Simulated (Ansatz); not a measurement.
**Which magnetic order does O (C2/m) prefer in this cell?**

```
O
1.0
     2.85140   -1.66242    0.00000
     0.45691   -1.66242    3.64705
    -2.85140   -4.98725    0.00000
O
4
Cartesian
  -0.2274 -6.6497 0.5674
  -0.2274 -3.3248 0.5674
  0.6843 -4.9872 3.0797
  0.6843 -1.6624 3.0797
```

The geometry is a structure from the Materials Project, repeated to hold the magnetic orders, held fixed and not relaxed.

Common settings: PBE, 8×7×5 k mesh, Fermi–Dirac smearing of 0.05 eV. PAW means Ansatz 0.2.0 on its default frozen-core files; LAPW is all-electron LAPW in Ansatz 0.2.0. Site moments are integrated in spheres about the atoms, whose radii differ between the methods. Start moments of the first PAW run (μB): O1 1, O2 1, O3 1, O4 1.

Energies count from the run that starts all moments parallel. Patterns list the atoms that start with 0.5 μB or more.

| start | ΔF PAW (meV/atom) | ΔF LAPW (meV/atom) | largest moment, PAW (μB) | M, PAW (μB/cell) | order at the end, PAW | P, PAW (GPa) |
| --- | --- | --- | --- | --- | --- | --- |
| O1↑, O2↑, O3↑, O4↑ | 0.0 | 0.0 | 0.56 | 4.00 | kept | 0.7 |
| O1↑, O2↓, O3↓, O4↑ | -11.2 | -11.1 | 0.55 | 0.00 | kept | 0.2 |
| O1↑, O2↑, O3↑, O4↓ | -11.2 | – | 0.55 | 0.00 | changed | 0.2 |
| O1↑, O2↓, O3↑, O4↓ | +389.9 | – | 0.00 | 0.00 | moments lost | -2.1 |
| no spin polarisation | +389.9 | – | 0.00 | 0.00 | – | -2.1 |

Task: Map the PAW energies of the orders that kept their pattern on E = −Σ J s_i s_j over ordered pairs, with couplings only between O atoms 3.13–3.15 Å apart. What J follows?

Result: Per O atom, ΔE = Σ J·(n_parallel state − n_order), where n is the mean of Σ s_i s_j over a shell: O1↑, O2↓, O3↓, O4↑ has ΔE = -11.2 meV and Δn = 4.0. This gives J(3.13–3.15 Å) = -2.80 meV, which fits exactly since there are as many orders as couplings. All other shells are lumped into these numbers, so they are effective couplings.

The lowest of these ends as follows. Site moments (μB): O1 0.55, O2 -0.55, O3 -0.55, O4 0.55. Cell moment 0.00 μB. Orders of other supercells weren't tried and can lie lower.

The start O1↑, O2↑, O3↑, O4↓ ends so. Site moments (μB): O1 -0.55, O2 0.55, O3 0.55, O4 -0.55. Cell moment 0.00 μB.

The Ansatz runs typed with the search for lower states off end where their start leads. None of this fixes the real material's magnetic order: only patterns that fit the cell were computed, at zero temperature, with a functional that can overstate moments. Left out because it may lie on a higher state: PAW, start O1↑ O2↑ O3↓ O4↓.
